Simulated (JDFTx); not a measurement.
# TlBr: equation of state with LDA

The system is TlBr.

```
Tl Br
1.0
     3.98000    0.00000    0.00000
     0.00000    3.98000    0.00000
     0.00000    0.00000    3.98000
Tl Br
1 1
Cartesian
  0.0000 0.0000 0.0000
  1.9900 1.9900 1.9900
```

```yaml
Program: JDFTx 1.7.0 (patched build)
Task: equation of state
Functional: LDA
Potentials_or_basis: PseudoDojo-SR-LDA-0.4.1-standard with smoothed tails
Cutoff: 844 eV
Density_cutoff: 6748 eV
k_mesh: 7 × 7 × 7
Occupations: fermi-dirac, width 0.05 eV
Spin: no spin polarisation
```

| Item | Value |
| --- | --- |
| Equilibrium volume | 28.26 Å³/atom (rough: see the caveat) |
| Bulk modulus | 34 GPa (rough) |

Energy against volume, from the lowest point:
| volume (Å³/atom) | energy (meV/atom) |
| --- | --- |
| 29.631 | 0.00 |
| 30.262 | 6.59 |
| 30.892 | 15.09 |
| 31.522 | 25.25 |
| 32.153 | 36.84 |
| 32.783 | 49.69 |
| 33.414 | 63.60 |

Caveat: the minimum lies outside the volumes run. Spin-orbit coupling is left out, which matters for the levels of Tl.
